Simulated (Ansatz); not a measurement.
## HfSiO4 at a changed volume — Hf-179 nuclear quadrupole resonance

Cell: a structure deposited in the COD, relaxed with PBE at fixed cell and then changed (volume scaled by 1.02, ions relaxed).

Space group I4_1/amd:1 (No. 141); a = 6.6160, c = 6.0027 Å.

```
site  Wyckoff  site symmetry       x       y       z
  Hf       4a           -4m2  0.0000  0.5000  0.2500
  Si       4b           -4m2  0.5000  0.0000  0.2500
   O      16h            .m.  0.5000  0.3153  0.8192
```

One atom of each set is listed; the run and its k-mesh use a cell of 12 atoms with edges of 5.56, 5.56, 5.56 Å.

Computed with Ansatz: DFT, PBE, plane waves and PAW, scalar-relativistic, 420 eV cutoff, Γ-centred 7×7×7 k-points, Fermi–Dirac smearing 0.02 eV.

Hf-179: I = 9/2, Q = 3793 mb (year-2017 value). Static lattice, zero field.

Problem. The simulated lines lie at 47.8, 95.5, 143.3, 191.1 MHz. What are |C_Q|, η and |V_zz| at Hf?

Solution. For I = 9/2 and η = 0 the lines are |C_Q|/24 times 1, 2, 3 and 4; η shifts the lowest up most. Here |C_Q| = 1146 MHz, η = 0.00 and |V_zz| = 12.50 × 10²¹ V/m². The calculation gives V_zz positive; the lines don't show the sign. The site has 8 O at 2.13–2.27 Å.

An axis of threefold or higher order runs through Hf, so V_zz lies along it and η is zero.

Without spin–orbit coupling the gradients at and beside Hf can be off by some per cent, at some sites by more.
